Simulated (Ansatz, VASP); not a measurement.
## Two plane-wave programs on WC3

The input INCAR:

```
ALGO = Normal
EDIFF = 1E-6
EDIFFG = -0.01
ENCUT = 600
GGA = PE
IBRION = 2
ISIF = 3
ISMEAR = 0
LASPH = True
LCHARG = False
LREAL = False
LWAVE = False
NELM = 100
NSW = 100
PREC = Accurate
SIGMA = 0.1
```

File KPOINTS:

```
k-points
0
Gamma
  16 12 12
```

Contents of POSCAR:

```
WC3
1.0
    2.8632745201      0.0000000000      0.0000000000
    0.0000000000      3.7221677902      0.0000000000
    0.0000000000      0.0000000000      3.7762621407
W C
1 3
Direct
    0.0000000000      0.5000000000      0.0203942405
    0.5000000000      0.5000000000      0.5641566588
    0.5000000000      0.1910367357      0.3086402905
    0.5000000000      0.8089632643      0.3086402905
```

Input for Ansatz:

```yaml
crystal:
  lattice:
    - [2.8632745201, 0.0, 0.0]
    - [0.0, 3.7221677902, 0.0]
    - [0.0, 0.0, 3.7762621407]
  atoms:
    - { symbol: W, position: [0.0, 0.5, 0.0203942405] }
    - { symbol: C, position: [0.5, 0.5, 0.5641566588] }
    - { symbol: C, position: [0.5, 0.1910367357, 0.3086402905] }
    - { symbol: C, position: [0.5, 0.8089632643, 0.3086402905] }
basis:
  ecutwfc: 420
kpoints:
  mp_grid: { grid: [16, 12, 12] }
hamiltonian:
  xc: pbe
scf:
  occupations: { method: gaussian, width: 0.1 }
output:
  forces: true
  stress: true
  eigenvalues: true
  write_density: true
  write_potential: true
  elf: true
  volumetric_format: npy
relax:
  adjacent_minimum: "off"
  f_tol: 0.01
  max_steps: 80
  cell: { stress_tol: 0.05 }
```

Alike in both runs: task relaxation of cell and atoms; functional PBE; k mesh 16 × 12 × 12; occupations gaussian, width 0.1 eV; no spin polarisation.

```csv
,VASP,Ansatz
version,VASP 6.6.1,Ansatz 0.2.0
potentials or method,"VASP PAW PBE potentials, release 64 (W_sv, C)","scalar-relativistic, plane waves, PAW"
plane-wave cutoff (eV),600,420
valence electrons in the cell,26,26
```

```csv
,VASP,Ansatz,Ansatz less VASP
"gap on the k mesh at the Fermi level, each at its own relaxed structure (eV)",none,none,-
relaxed volume (Å³/atom),10.09,10.07,-0.020
relaxed cell length with the largest relative difference (Å),2.858,2.855,-0.0033
```

A gap of «none» marks a metal or a gap that the smearing closes.

The runs have no spin-orbit coupling, so splittings on W are missing.
